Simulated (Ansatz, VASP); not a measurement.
## SiMo6 in VASP and in Ansatz

```
Si Mo
1.0
     6.01252    0.00000    0.00000
     0.00000    6.01252    0.00000
     0.00000    0.00000    6.01252
Si Mo
1 6
Cartesian
  0.0000 0.0000 0.0000
  3.0063 3.0063 1.2039
  3.0063 3.0063 4.8086
  1.2039 3.0063 3.0063
  4.8086 3.0063 3.0063
  3.0063 1.2039 3.0063
  3.0063 4.8086 3.0063
```

Change from the starting cell: species swapped into the SrB6 type (Pm-3m, No. 221).

Alike in both runs: functional PBE; k mesh 4 × 4 × 4; occupations gaussian, width 0.1 eV; no spin polarisation.

Ansatz relaxed the structure, and its values are those at the end. VASP's run is a single point on that final structure, the one shown.

|  | VASP | Ansatz |
| --- | --- | --- |
| version | VASP 6.6.1 | Ansatz 0.2.0 |
| potentials or method | VASP PAW PBE potentials, release 64 (Si, Mo_sv) | scalar-relativistic, plane waves, PAW |
| plane-wave cutoff (eV) | 520 | 420 |
| valence electrons in the cell | 88 | 88 |

Ansatz gave:

* gap on the k mesh at the Fermi level (eV): none
* pressure (GPa): 0.0
* rms of the force components (eV/Å): 0.001

Problem. Estimate VASP's values.

Solution. gap on the k mesh at the Fermi level (eV): none; pressure (GPa): 0.2; rms of the force components (eV/Å): 0.005.

A gap of «none» marks a metal or a gap that the smearing closes.
